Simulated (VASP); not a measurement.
# Cu (Fm-3m) in VASP: notebook, part 2 of 2

VASP 6.6.1.

### Step 5. Single point, LDA (a relaxed cell with its volume scaled by 0.94)

The input, INCAR:

```
SYSTEM = Cu
ALGO = Normal ; EDIFF = 1E-7
ENCUT = 350 ; ISIF = 2
ISMEAR = 0 ; LASPH = .True.
LCHARG = .False. ; LREAL = .False.
LWAVE = .False. ; NBANDS = 12
NELM = 80 ; PREC = Accurate
SIGMA = 0.1
```

The input, KPOINTS:

```
k-points
0
Gamma
  10 10 10
  0 0 0
```

The input, POSCAR:

```
Cu                                      
1.0
   -0.0000000000      1.7258884295      1.7258884295
    1.7258884295     -0.0000000000      1.7258884295
    1.7258884295      1.7258884295      0.0000000000
  Cu            
     1
Direct
     0.0000000000000000    0.0000000000000000    0.0000000000000000
```

Potentials or basis: VASP PAW LDA potentials, release 64 (Cu).

Started as:

```console
> cat potpaw_LDA.64/Cu/POTCAR > POTCAR
> mpirun -np 1 vasp_std > vasp.out
```

OUTCAR:

```text
SYSTEM = Cu
   EDIFF = 1E-7
   ENCUT = 350
   ISIF = 2
   ISMEAR = 0
   LASPH = .True.
   LREAL = .False.
   NELM = 80
   PREC = Accurate

 ion  position               nearest neighbor table
   1  0.000  0.000  0.000-

  LATTYP: Found a face centered cubic cell.
 ALAT       =     3.4517768590

  Lattice vectors:

 A1 = (   0.0000000000,   1.7258884295,   1.7258884295)
 A2 = (   1.7258884295,   0.0000000000,   1.7258884295)
 A3 = (   1.7258884295,   1.7258884295,   0.0000000000)

Analysis of symmetry for initial positions (statically):
=====================================================================
 Subroutine PRICEL returns:
 Original cell was already a primitive cell.

 Routine SETGRP: Setting up the symmetry group for a
 face centered cubic supercell.

 Subroutine GETGRP returns: Found 48 space group operations
 (whereof 48 operations were pure point group operations)
 out of a pool of 48 trial point group operations.

The static configuration has the point symmetry O_h .

Analysis of symmetry for dynamics (positions and initial velocities):
=====================================================================
 Subroutine PRICEL returns:
 Original cell was already a primitive cell.

 Routine SETGRP: Setting up the symmetry group for a
 face centered cubic supercell.

 Subroutine GETGRP returns: Found 48 space group operations
 (whereof 48 operations were pure point group operations)
 out of a pool of 48 trial point group operations.

The dynamic configuration has the point symmetry O_h .

 Subroutine INISYM returns: Found 48 space group operations
 (whereof 48 operations are pure point group operations),
 and found     1 'primitive' translations

----------------------------------------------------------------------------------------

                                     Primitive cell

  volume of cell :      10.2818

  direct lattice vectors                    reciprocal lattice vectors
     0.000000000  1.725888430  1.725888430    -0.289705865  0.289705865  0.289705865
     1.725888430  0.000000000  1.725888430     0.289705865 -0.289705865  0.289705865
     1.725888430  1.725888430  0.000000000     0.289705865  0.289705865 -0.289705865

  length of vectors
     2.440774824  2.440774824  2.440774824     0.501785277  0.501785277  0.501785277

  position of ions in fractional coordinates (direct lattice)
     0.000000000  0.000000000  0.000000000

  ion indices of the primitive-cell ions
   primitive index   ion index
                 1           1

----------------------------------------------------------------------------------------

 KPOINTS: k-points

Automatic generation of k-mesh.
 Grid dimensions read from file:
 generate k-points for:   10   10   10

 Generating k-lattice:

  Cartesian coordinates                     Fractional coordinates (reciprocal lattice)
    -0.028970586  0.028970586  0.028970586     0.100000000  0.000000000  0.000000000
     0.028970586 -0.028970586  0.028970586     0.000000000  0.100000000  0.000000000
     0.028970586  0.028970586 -0.028970586     0.000000000  0.000000000  0.100000000

  Length of vectors
     0.050178528  0.050178528  0.050178528

  Shift w.r.t. Gamma in fractional coordinates (k-lattice)
     0.000000000  0.000000000  0.000000000

 Subroutine IBZKPT returns following result:
 ===========================================

 Found     47 irreducible k-points:

 Following reciprocal coordinates:
            Coordinates               Weight
  0.000000  0.000000  0.000000      1.000000
  0.100000  0.000000  0.000000      8.000000
  0.200000  0.000000  0.000000      8.000000
  0.300000  0.000000  0.000000      8.000000
  0.400000  0.000000  0.000000      8.000000
  0.500000  0.000000  0.000000      4.000000
[... 16 lines left out ...]
  0.300000  0.300000  0.000000      6.000000
  0.400000  0.300000  0.000000     24.000000
 [... further k-points ...]
   k-points           NKPTS =     47   k-points in BZ     NKDIM =     47   number of bands    NBANDS=     12
   number of dos      NEDOS =    301   number of ions     NIONS =      1
   total plane-waves  NPLWV =   4096
   dimension x,y,z NGX =    16 NGY =   16 NGZ =   16
   dimension x,y,z NGXF=    32 NGYF=   32 NGZF=   32
   ions per type =               1
   NGX,Y,Z   is equivalent  to a cutoff of  10.90, 10.90, 10.90 a.u.
   NGXF,Y,Z  is equivalent  to a cutoff of  21.80, 21.80, 21.80 a.u.
 SYSTEM =  Cu
   PREC   = accura    normal or accurate (medium, high low for compatibility)
   ISTART =      0    job   : 0-new  1-cont  2-samecut
   ICHARG =      2    charge: 1-file 2-atom 10-const
   ISPIN  =      1    spin polarized calculation?
   LNONCOLLINEAR =      F non collinear calculations
   LSORBIT =      F    spin-orbit coupling
   LASPH  =      T    aspherical Exc in radial PAW
   ENCUT  =  350.0 eV  25.72 Ry    5.07 a.u.   3.72  3.72  3.72*2*pi/ulx,y,z
   NELM   =     80;   NELMIN=  2; NELMDL= -5     # of ELM steps
   EDIFF  = 0.1E-06   stopping-criterion for ELM
   LREAL  =      F    real-space projection
   EDIFFG = 0.1E-05   stopping-criterion for IOM
   NSW    =      0    number of steps for IOM
   IBRION =     -1    ionic relax: 0-MD 1-quasi-New 2-CG
   NFREE  =      0    steps in history (QN), initial steepest desc. (CG)
   ISIF   =      2    stress and relaxation
   ISYM   =      2    0-nonsym 1-usesym 2-fastsym
   POTIM  = 0.5000    time-step for ionic-motion
   TEBEG  =    0.0;   TEEND  =   0.0 temperature during run
   PSTRESS=    0.0 pullay stress
   NELECT =      11.0000    total number of electrons
   NUPDOWN=      -1.0000    fix difference up-down
   EMIN   =  10.00;   EMAX   =-10.00  energy-range for DOS
   EFERMI =   0.00;   METHOD = LEGACY
   ISMEAR =     0;   SIGMA  =   0.10  broadening in eV -4-tet -1-fermi 0-gaus
   EFERMI_NEDOS =   21; number of points for ismear=-14 and -15
   IALGO  =     38    algorithm
   IMIX   =      4    mixing-type and parameters
     AMIX     =   0.40;   BMIX     =  1.00
     AMIX_MAG =   1.60;   BMIX_MAG =  1.00
  volume/ion in A,a.u.               =      10.28        69.38
  Fermi-wavevector in a.u.,A,eV,Ry     =   1.674363  3.164088 38.143827  2.803492
  Thomas-Fermi vector in A             =   2.759172
   LORBIT       =      0    0 simple, 1 ext, 2 COOP (PROOUT), +10 PAW based schemes
   GGA     = CA    functional components
   LHFCALC =     F    Hartree Fock is set to
   AEXX    =    0.0000 exact exchange contribution
   IVDW    =     0    specifies the selected vdW correction
   LEPSILON=     F    determine dielectric tensor
   LRPA    =     F    only Hartree local field effects (RPA)
 non-spin polarized calculation
 Gauss-broadening in eV      SIGMA  =   0.10
  energy-cutoff  :      350.00
  volume of cell :       10.28
 maximum number of plane-waves:       169
   NGX =  7   NGY =  7   NGZ =  7

 number of electron      11.0000021 magnetization

 Free energy of the ion-electron system (eV)
  ---------------------------------------------------
  ext. energy  EPLUGINS =         0.00000000
  ---------------------------------------------------
  free energy    TOTEN  =        -4.67615501 eV

  energy without entropy =       -4.67269739  energy(sigma->0) =       -4.67442620

 E-fermi :   9.0920     XC(G=0): -13.9359

 val. band max:        9.0434072314   @ k =  -0.2000   0.3000   0.1000
 cond. band min:       9.3824841501   @ k =   0.5000   0.3000   0.1000
 fundamental gap:      0.3390769187
 Fermi energy:         9.0920476117

 k-point     1 :       0.0000    0.0000    0.0000
  band No.  band energies     occupation
      1      -1.2478      2.00000
      2       5.6669      2.00000
      3       5.6669      2.00000
      4       5.6669      2.00000
      5       6.7047      2.00000
      6       6.7047      2.00000
      7      32.9689      0.00000
      8      36.5673      0.00000
      9      36.5673      0.00000
     10      36.5673      0.00000
     11      39.2824      0.00000
     12      39.2824      0.00000

 k-point     2 :       0.1000    0.0000    0.0000
  band No.  band energies     occupation
      1      -0.8476      2.00000
      2       5.5737      2.00000
      3       5.7463      2.00000
      4       5.7463      2.00000
      5       6.6753      2.00000
      6       6.6753      2.00000
      7      30.8262      0.00000
      8      34.1179      0.00000
      9      35.6755      0.00000
     10      35.6755      0.00000
     11      40.6304      0.00000
     12      40.6304      0.00000
[... 316 lines left out ...]
 k-point    24 :       0.4000    0.3000    0.0000
  band No.  band energies     occupation
      1       3.3668      2.00000
      2       4.3419      2.00000
      3       6.3154      2.00000
      4       6.8648      2.00000
      5       7.3690      2.00000
      6       8.0416      2.00000
      7      22.4098      0.00000
      8      23.4570      0.00000
      9      25.4256      0.00000
     10      29.9147      0.00000
     11      34.3404      0.00000
     12      49.6396      0.00000

 [... further k-points ...]
[... 5 lines left out ...]
  --------------------------------------------------------------------------------------
  -------------------------------------------------------------------------------------
  Total        0.8486563      0.8486563      0.8486563      0.0000000      0.0000000     -0.0000000
  in kB      132.2434889    132.2434889    132.2434889      0.0000000      0.0000000     -0.0000000
  external PRESSURE =     132.2434889 kB  Pullay stress =       0.0000000 kB

 VOLUME and BASIS-vectors are now :
 -----------------------------------------------------------------------------
  energy-cutoff  :      350.00
  volume of cell :       10.28
      direct lattice vectors                 reciprocal lattice vectors
     0.000000000  1.725888430  1.725888430    -0.289705865  0.289705865  0.289705865
     1.725888430  0.000000000  1.725888430     0.289705865 -0.289705865  0.289705865
     1.725888430  1.725888430  0.000000000     0.289705865  0.289705865 -0.289705865

 POSITION                                       TOTAL-FORCE (eV/Angst)
 -----------------------------------------------------------------------------------
      0.00000      0.00000      0.00000         0.000000     -0.000000      0.000000
 -----------------------------------------------------------------------------------
    total drift:                                0.000000      0.000000      0.000000

  FREE ENERGIE OF THE ION-ELECTRON SYSTEM (eV)
  ---------------------------------------------------
  free  energy   TOTEN  =        -4.6761550140 eV

  energy  without entropy=       -4.6726973896  energy(sigma->0) =       -4.67442620
```

OSZICAR:

```text
N       E                     dE             d eps       ncg     rms          rms(c)
DAV:   1     0.312131119678E+02    0.31213E+02   -0.41945E+03  1304   0.122E+03
DAV:   2    -0.491564519919E+01   -0.36129E+02   -0.33317E+02  1168   0.176E+02
DAV:   3    -0.570101869916E+01   -0.78537E+00   -0.78001E+00  1304   0.293E+01
DAV:   4    -0.570564900870E+01   -0.46303E-02   -0.46300E-02  1284   0.199E+00
DAV:   5    -0.570568958348E+01   -0.40575E-04   -0.40574E-04  1348   0.189E-01    0.807E+00
DAV:   6    -0.500092992607E+01    0.70476E+00   -0.13698E+01  1332   0.730E+01    0.334E+00
DAV:   7    -0.469737975646E+01    0.30355E+00   -0.19328E+00  1356   0.273E+01    0.748E-01
DAV:   8    -0.467697741409E+01    0.20402E-01   -0.10496E-02  1512   0.101E+00    0.200E-01
DAV:   9    -0.467614045792E+01    0.83696E-03   -0.32859E-03  1488   0.979E-01    0.123E-02
DAV:  10    -0.467615367187E+01   -0.13214E-04   -0.21389E-05  1212   0.530E-02    0.439E-03
DAV:  11    -0.467615501422E+01   -0.13423E-05   -0.46608E-07  1376   0.116E-02    0.522E-04
DAV:  12    -0.467615501402E+01    0.19349E-09   -0.10043E-08   740   0.118E-03
   1 F= -.46761550E+01 E0= -.46744262E+01  d E =-.345762E-02
```

Wall time 1.7 s (1 thread of Intel Xeon 6975P-C (Granite Rapids), shared host); peak memory 0.11 GiB.

What came out:

| Property | Result |
| --- | --- |
| Free energy | -4.6762 eV |
| Pressure | 13.2 GPa |
| Band gap on the k mesh | none (metal or under the smearing width) |

Levels at points of the mesh, in eV from the Fermi level:
```tsv
k point	band 2	band 3	band 4	band 5	band 6	band 7	band 8	band 9	band 10	band 11
(0.00, 0.00, 0.00)	-3.43	-3.43	-3.43	-2.39	-2.39	23.88	27.48	27.48	27.48	30.19
(0.50, 0.00, 0.00)	-3.46	-3.46	-1.68	-1.68	-1.29	4.59	22.33	24.26	24.26	27.27
(0.50, 0.50, 0.00)	-5.15	-1.70	-1.51	-1.51	1.50	8.26	14.23	14.23	19.24	22.80
```

Caveat: the cutoff is under 1.25 times the usual one of these potentials, so pressure, stress and relaxed cells hold a basis-set (Pulay) error.

### Step 6. The runs side by side

| cell | gap on the mesh (eV) | pressure (GPa) |
| --- | --- | --- |
| as given | none | 0.0 |
| a relaxed cell with its volume scaled by 0.97 | none | 6.0 |
| a relaxed cell with its volume scaled by 1.03 | none | -5.0 |
| a relaxed cell with its volume scaled by 0.94 | none | 13.2 |

Alike in all rows: task single point; level LDA; potentials or basis VASP PAW LDA potentials, release 64 (Cu); no spin polarisation; k mesh 10 × 10 × 10; cutoff (eV) 350; smearing gaussian 0.1 eV.

Caveats: the cutoff is under 1.25 times the usual one of these potentials, so pressure, stress and relaxed cells hold a basis-set (Pulay) error.

Absolute energies hang on the potentials; compare differences alone.
